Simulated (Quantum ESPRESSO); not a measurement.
The system is NaI.

```
I Na
1.0
     0.00000    3.23640    3.23640
     3.23640    0.00000    3.23640
     3.23640    3.23640    0.00000
I Na
1 1
Direct
  0.50000 0.50000 0.50000
  0.00000 0.00000 0.00000
```

Base run:

- Program: Quantum ESPRESSO 7.5
- Functional: PBE
- Potentials or basis: GBRV 1.5 PBE
- Cutoff: 612 eV
- Density cutoff: 4898 eV
- k mesh: 6 × 6 × 6, shifted
- Occupations: fermi-dirac, width 0.05 eV
- Spin: no spin polarisation

Its results: pressure 0.5 GPa; electronic dielectric tensor (diagonal) 3.38.

Task: The run is repeated on the same cell with these changes: functional from PBE to PBEsol; potentials or basis from GBRV 1.5 PBE to GBRV 1.5 PBEsol. What comes out?

Result: Pressure -0.5 GPa; electronic dielectric tensor (diagonal) 3.42.
